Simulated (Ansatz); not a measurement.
Crystal: ZnAu.

```xyz
2
Lattice="3.1470 0.0000 0.0000 0.0000 3.1470 0.0000 0.0000 0.0000 3.1470" Properties=species:S:1:pos:R:3 pbc="T T T"
Au    0.0000    0.0000    0.0000
Zn    1.5735    1.5735    1.5735
```

Base run:

* Program: Ansatz 0.2.0
* Functional: PBE
* Potentials or basis: Ansatz PAW
* Cutoff: 420 eV (not typed: the program's choice for these potentials)
* k mesh: 8 × 8 × 8
* Occupations: fermi-dirac, width 0.05 eV
* Spin: no spin polarisation

Its results: band gap on the k mesh none (metal or under the smearing width); pressure 5.1 GPa.

**Question.** After a change of settings the same cell gave: band gap on the k mesh none (metal or under the smearing width); pressure 4.3 GPa. Which change was it?
A. spin from no spin polarisation to spin-orbit coupling, no magnetisation; potential files from those of the base run to others of the same set
B. potentials or basis from Ansatz PAW to Ansatz PAW earlier set; cutoff from 420 eV (not typed: the program's choice for these potentials) to 660 eV (not typed: the program's choice for these potentials); valence electrons from 31 to 39
C. potentials or basis from Ansatz PAW to Ansatz NC; cutoff from 420 eV (not typed: the program's choice for these potentials) to 1143 eV (not typed: the program's choice for these potentials); valence electrons from 31 to 39
D. potentials or basis from Ansatz PAW to SPMS NC; cutoff from 420 eV (not typed: the program's choice for these potentials) to 816 eV (not typed: the program's choice for these potentials); valence electrons from 31 to 39

**Answer.** A.

Caveats: spin-orbit coupling is left out, which moves the levels of the heavy elements (some runs).
